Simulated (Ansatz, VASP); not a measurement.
# Al2O3 (Corundum): VASP beside Ansatz, part 2 of 2

Aim: how closely do two programs agree when they are given the same cell, functional and k mesh? The cell is taken from a series of runs on this material, whose earlier steps may have relaxed, scaled, displaced or heated it; both programs get it as it stands.

VASP 6.6.1 and Ansatz 0.2.0.

So far: The starting structure; VASP: G0W0 gap, LDA.

### 3. Ansatz: G0W0 gap, LDA

Level of this step: Ansatz beside VASP: Kohn-Sham DFT, plane waves, LDA (Ansatz).

Ansatz runs on its default PAW (the set named soft_2) files.

The same cell, functional (in two slightly different forms) and mesh now go to Ansatz, which takes its cutoff from its data sets.

The input, input.yaml:

```yaml
crystal:
  lattice:
    - [2.38025, 1.3742379782, 4.3318666667]
    - [-2.38025, 1.3742379782, 4.3318666667]
    - [0.0, -2.7484759565, 4.3318666667]
  atoms:
    - { symbol: Al, position: [0.35216, 0.35216, 0.35216] }
    - { symbol: Al, position: [0.14784, 0.14784, 0.14784] }
    - { symbol: Al, position: [0.64784, 0.64784, 0.64784] }
    - { symbol: Al, position: [0.85216, 0.85216, 0.85216] }
    - { symbol: O, position: [0.55668, 0.94332, 0.25] }
    - { symbol: O, position: [0.25, 0.55668, 0.94332] }
    - { symbol: O, position: [0.94332, 0.25, 0.55668] }
    - { symbol: O, position: [0.44332, 0.05668, 0.75] }
    - { symbol: O, position: [0.75, 0.44332, 0.05668] }
    - { symbol: O, position: [0.05668, 0.75, 0.44332] }
kpoints:
  mp_grid: { grid: [4, 4, 4] }
hamiltonian:
  xc: lda
scf:
  occupations: { method: fixed }
gw:
  n_empty_bands: 354
  ecut_chi: 150.0
  qp_bands: [v3, c3]
  qp_kpoints: band_edges
  screening: { model: contour_deformation }
```

Numbers of over 12 decimals in the logs are rounded to 6 here.

The log of the run:

```text
GPUs: using 1 of 1 available (devices: 1).
Engine: ansatz 0.2.0, x86_64-unknown-linux-gnu
Pseudopotentials: kind: paw
Pseudopotential: Al, paw, valence charge 3, recommended cutoff 420 eV (normal), Al.paw.azcp
Pseudopotential: O, paw, valence charge 6, recommended cutoff 420 eV (normal), O.paw.azcp
Functional definition: SPW92
  exchange = slater_x
  correlation = pw_c
device memory: the entry about to start is reckoned to put 1.6 GiB on a device that reports 71.1 GiB free (of which the cap on the GPU budget leaves the run 24.0 GiB)
GPU FFT provider: cuFFT
GPU libraries: cuBLAS 13.8.1, cuFFT 12.4.0, cuSOLVER 12.3.2
Crystal: 10 atoms, lattice volume = 85.018 Å³
Basis set: ecut = 420 eV, 1653 PW (Γ)
Bands: 34, of which v1, the nominal top of the filled ones, is band 24 counted from 1 (23 counted from 0)
Symmetry: 12 space group operations
Space group: R-3c (ITA 167), of the structure as read, at distance tolerance 4.4e-5 Å
k-points: 13 of 64
Non-local potential: Al, projectors of the file, l = 0: 2, l = 1: 2, l = 2: 1
Non-local potential: O, projectors of the file, l = 0: 2, l = 1: 2, l = 2: 1
PAW form: soft (Blöchl's): semilocal exchange-correlation on the pseudo side does not see the compensation charge
PAW frozen core: Al, regenerated for the run's functional, and the local potential with it (the file was generated under x = pbe(κ = 0.804, μ = 0.219515), c = pbe(β = 0.066725))
PAW frozen core: O, regenerated for the run's functional, and the local potential with it (the file was generated under x = pbe(κ = 0.804, μ = 0.219515), c = pbe(β = 0.066725))
PAW one-centre angular grid: Al, 110 points (default); XC on 64 Gauss nodes
PAW one-centre angular grid: O, 110 points (default); XC on 64 Gauss nodes
Initial density: superposition of atomic densities (neutral atoms: chi_scale 0, normalization atom), corrected by the library's trained network
Initial wavefunctions: pseudopotential atomic-orbital guess
GPU buffer pool allocated for 46656 grid points (all kernels)
GPU transforms: local potential and band sums: pruned to the plane-wave sphere, on 36×36×36
Functional: x = slater, c = lda
SCF iter   1: F=—  HF=-5399.892798 eV  |F-HF|=—  |Δ(HF+E_count)|=         —  Δρ=1.72e-2  dr2=2.17e-1  ethr=1.77e-3  ⟨swp⟩=5.2  Hψ=1783  notcnv=0  defer=91
preconditioner: auto → Resta (q_TF=auto, 2.480 Å⁻¹)  ε∞=3.6  [insulator: Δε(μ)=6.017 eV  Ē_g=17.234 eV  n_scr=20 (ndim 8)  ℏωp=27.9 eV  f_vac=0.000  ε∞_Penn≈3.6]
SCF iter   2: F=—  HF=-5399.827198 eV  |F-HF|=—  |Δ(HF+E_count)|=   6.56e-2  Δρ=3.97e-3  dr2=5.30e-3  ethr=4.52e-4  ⟨swp⟩=2.6  Hψ=822  notcnv=0  defer=103
SCF iter   3: F=—  HF=-5399.825666 eV  |F-HF|=—  |Δ(HF+E_count)|=   1.53e-3  Δρ=1.94e-3  dr2=1.66e-3  ethr=1.10e-5  ⟨swp⟩=2.1  Hψ=428  notcnv=0  defer=104
SCF iter   4: F=—  HF=-5399.825046 eV  |F-HF|=—  |Δ(HF+E_count)|=   6.20e-4  Δρ=1.32e-4  dr2=9.08e-6  ethr=3.45e-6  ⟨swp⟩=3.0  Hψ=657  notcnv=0  defer=104
SCF iter   5: F=—  HF=-5399.825044 eV  |F-HF|=—  |Δ(HF+E_count)|=   1.65e-6  Δρ=1.62e-5  dr2=1.38e-7  ethr=1.89e-8  ⟨swp⟩=1.7  Hψ=576  notcnv=0  defer=72
SCF iter   6: F=-5399.825044 eV  HF=-5399.825044 eV  |F-HF|=8.49e-10  |Δ(HF+E_count)|=  6.37e-10  Δρ=2.56e-6  dr2=5.96e-9  ethr=2.08e-10  ⟨swp⟩=10.9  Hψ=2022  notcnv=0
SCF 1 converged in 6 iterations: F = -5399.825044 eV  dr2 = 5.96e-9
  greatest PAW one-centre occupation: 0.853 electrons in one spin orbital (limit 2), on the O atom at site 9 (counted from 0), in its partial waves of l = 0
device memory: the entry about to start is reckoned to put 2.2 GiB on a device that reports 70.0 GiB free (of which the cap on the GPU budget leaves the run 24.0 GiB)
NSCF: frozen V_eff on 13 k-points
the band table was solved once the SCF had ended and its energy, with any forces and stress, was formed, with the checks that follow a solve (1799 applications of the Hamiltonian). They found nothing against the state; the energy, forces and stress were not computed again (output.eigenvalues in the input reference)
device memory: the entry about to start is reckoned to put 4.4 GiB on a device that reports 70.0 GiB free (of which the cap on the GPU budget leaves the run 24.0 GiB)
NSCF: frozen V_eff on 13 k-points
G₀W₀ screening: q 1/13
G₀W₀ screening: q 1/13 (q-point 5)
G₀W₀ screening: q 3/13 (q-point 2)
G₀W₀ screening: q 3/13 (q-point 4)
G₀W₀ screening: q 5/13 (q-point 6)
G₀W₀ screening: q 5/13 (q-point 9)
G₀W₀ screening: q 7/13 (q-point 10)
G₀W₀ screening: q 7/13 (q-point 11)
G₀W₀ screening: q 9/13 (q-point 12)
G₀W₀ screening: q 9/13 (q-point 3)
G₀W₀ screening: q 11/13 (q-point 7)
G₀W₀ screening: q 11/13 (q-point 8)
G₀W₀ screening: q 13/13
G₀W₀ self-energy: k 1/11
G₀W₀ self-energy: k 2/11
G₀W₀ self-energy: k 3/11
G₀W₀ self-energy: k 4/11
G₀W₀ self-energy: k 5/11
G₀W₀ self-energy: k 6/11
G₀W₀ self-energy: k 7/11
G₀W₀ self-energy: k 8/11
G₀W₀ self-energy: k 9/11
G₀W₀ self-energy: k 10/11
G₀W₀ self-energy: k 11/11
[...]
SCF converged after 6 iterations
Free energy (F): -5399.825044 eV
Harris-Foulkes:  -5399.825044 eV  (|F-HF|=8.49e-10)
Internal energy: -5399.825044 eV  (E = F + TS)
E sigma→0 (E₀):  -5399.825044 eV
Fermi energy:    7.394957 eV
--- Per-component energies (eV) ---
  E_band       = 52.334863
  E_kinetic    = 1175.834584
  E_local      = -1977.624725  (includes V_loc(G=0)·N_el)
  E_nonlocal   = 338.482472
  E_hartree    = 724.524735
  E_xc         = -603.899267
  E_vxc        = -691.792695  (∫ρ·V_xc dr)
  E_paw        = -2660.232107  (= ΣΔE_a)
  E_vpaw       = -241.629968  (= ΣTr[D̂ρ^β])
  E_aug_tail   = 0.015437  (compensation charges beyond the density's cutoff)
  E_ewald      = -2397.730569
  E_core_change = 0.804395  (= ΣΔE_core)
  E_smearing   = -0.000000  (= −TS)
  E_closure    = 0.000000  (closes the sum)
  Σ components = -5399.825044   (vs F -5399.825044, Δ=0.00e0)
--- Band table (eV; the first three rows and the last of 13) ---
  k-point 0: bands = [... 20 lower, 6.8974, 7.3544, 7.3544, 7.3950, 13.5550, 16.3737, 17.9133, 18.7442, ... 6 higher]
  k-point 1: bands = [... 20 lower, 6.6263, 6.9451, 7.2431, 7.2833, 14.7885, 17.2537, 17.3574, 17.9528, ... 6 higher]
  k-point 2: bands = [... 20 lower, 6.4772, 6.4772, 7.1213, 7.1213, 16.7026, 16.7026, 16.8739, 16.8739, ... 6 higher]
  k-point 12: bands = [... 20 lower, 7.0116, 7.0116, 7.0116, 7.0116, 15.9473, 15.9473, 18.2123, 18.2123, ... 6 higher]
--- G₀W₀: contour deformation, 6 samples at zero and on the imaginary axis and 2 off it, 64 q-points, 354 empty bands' worth ---
  eigenvalues of the whole cell's RPA ε∞ on this k-mesh (on a slab, of 1 + 4πα/V) = 3.1267, 3.1581, 3.1581; static W/v taken at q = 0 is 0.317639
  bands read: the sum over 378 bands ends inside a degenerate multiplet in 1 slot, whose members it reads at an even weight; the widest, k=12: bands 377 to 380 (counted from 1) at 2/4 each
  gw.qp_kpoints: band_edges: 11 of 13 stored k-points solved, in 1 pass; an edge of the gap read off the rows below is read off those points alone
    valence top: of the k-points left out ik 10 came nearest to being solved in a further pass, in band 24 (counted from 1, as in the quasiparticle table): it holds the edge there only if its correction is more favourable than any solved in that band by at least 0.517 eV; those differ by 0.102 eV
    conduction bottom: of the k-points left out ik 10 came nearest to being solved in a further pass, in band 25 (counted from 1, as in the quasiparticle table): it holds the edge there only if its correction is more favourable than any solved in that band by at least 2.766 eV; those differ by 0.258 eV
    ik  band        ε_KS         Σx   Σc(E_QP)       V_xc       Z   E_QP_lin       E_QP  E_QP is
     0    22      7.3544   -26.9232     4.1732   -21.5166  0.8049     6.1108     6.1210  root
     0    23      7.3544   -26.9232     4.1732   -21.5166  0.8049     6.1108     6.1210  root
     0    24      7.3950   -26.8441     4.1181   -21.5140  0.8056     6.1732     6.1829  root
     0    25     13.5550   -11.5265    -4.0025   -17.0619  0.8476    15.0985    15.0878  root
     0    26     16.3737    -8.0214    -4.4735   -14.1097  0.8533    18.0024    17.9885  root
     0    27     17.9133   -10.1079    -4.7430   -16.9925  0.8435    20.0824    20.0549  root
     1    22      6.9451   -26.4560     4.3022   -20.8375  0.8024     5.6164     5.6288  root
     1    23      7.2431   -26.7404     4.2249   -21.2497  0.8040     5.9663     5.9773  root
     1    24      7.2833   -26.7318     4.1958   -21.2854  0.8043     6.0221     6.0327  root
     1    25     14.7885   -12.0948    -4.0730   -17.8270  0.8407    16.4612    16.4477  root
     1    26     17.2537    -9.5443    -4.6073   -16.0815  0.8469    19.2046    19.1835  root
     1    27     17.3574    -8.7846    -4.5746   -15.1257  0.8457    19.1421    19.1240  root
     2    22      6.4772   -26.0507     4.4000   -20.2542  0.8007     5.0659     5.0807  root
     2    23      7.1213   -26.5391     4.2811   -20.9592  0.8029     5.8106     5.8225  root
     2    24      7.1213   -26.5391     4.2811   -20.9592  0.8029     5.8106     5.8225  root
     2    25     16.7026    -9.8211    -4.4485   -16.0153  0.8416    18.4656    18.4482  root
     2    26     16.7026    -9.8211    -4.4485   -16.0153  0.8416    18.4656    18.4482  root
     2    27     16.8739   -10.1939    -4.5741   -16.6475  0.8440    18.7732    18.7533  root
     3    22      6.7969   -26.2727     4.3783   -20.5392  0.8010     5.4282     5.4418  root
     3    23      7.1287   -26.6008     4.1870   -21.1477  0.8045     5.8516     5.8626  root
     3    24      7.2293   -26.7577     4.2237   -21.2664  0.8040     5.9508     5.9618  root
     3    25     15.0448   -12.0634    -4.1118   -17.8594  0.8397    16.7431    16.7289  root
     3    26     17.3237    -9.6019    -4.6139   -16.1542  0.8466    19.2833    19.2620  root
     3    27     17.3789    -8.7522    -4.5624   -15.0635  0.8447    19.1455    19.1277  root
[...]
9    26     16.7815   -11.7778    -4.5217   -18.2106  0.8340    18.7141    18.6926  root
     9    27     16.9643    -7.5768    -4.4804   -13.7149  0.8511    18.6374    18.6220  root
    12    22      7.0116   -26.6748     4.2631   -21.1178  0.8034     5.7061     5.7177  root
    12    23      7.0116   -26.6748     4.2631   -21.1178  0.8034     5.7061     5.7177  root
    12    24      7.0116   -26.6748     4.2631   -21.1178  0.8034     5.7061     5.7177  root
    12    25     15.9473   -10.5824    -4.3513   -16.6411  0.8415    17.6704    17.6546  root
    12    26     15.9473   -10.5824    -4.3513   -16.6411  0.8415    17.6704    17.6546  root
    12    27     18.2123    -7.1914    -4.7051   -13.6995  0.8540    20.0344    20.0153  root
```

### 4. Differences

Known differences besides the potentials themselves: the two LDA forms differ slightly; fixed occupations in Ansatz, narrow Gaussian smearing in VASP; the cutoff is 420 eV in Ansatz and 440 eV in VASP; VASP's log shows a relativistic correction to its local exchange, Ansatz's none; Ansatz integrates over frequency by contour deformation, VASP on a grid of NOMEGA points; Ansatz's G0W0 levels solve the quasiparticle equation, VASP's are linearised. Total energies have different zeros and are not compared.

The two programs side by side:

```csv
quantity,Ansatz,VASP,difference
G0W0 gap on the mesh (eV),8.90,8.83,+0.07
Kohn-Sham gap under it (eV),6.16,6.17,-0.01
```

### 5. Outcome

| Quantity | Value |
| --- | --- |
| difference in G0W0 gap on the mesh (G0W0 gap, LDA) | 0.075 eV |

The difference in G0W0 gap on the mesh is 0.075 eV (G0W0 gap, LDA). Such differences can come from data sets, numerical settings and the points named under the comparisons, not from the functional's error against experiment.

[Lines on the potential files, build, host, timing and source positions are cut from VASP's logs without a mark.]

[Logs are printed without paths, hosts, clocks, repeated set-up lines and the standing remarks that a program may print on its own settings, such as how far it seeks lower states.]

[Hosts, paths, dates, database ids (printed as entryN), source tags and the programs' standing remarks are cut or masked in the printed files.]
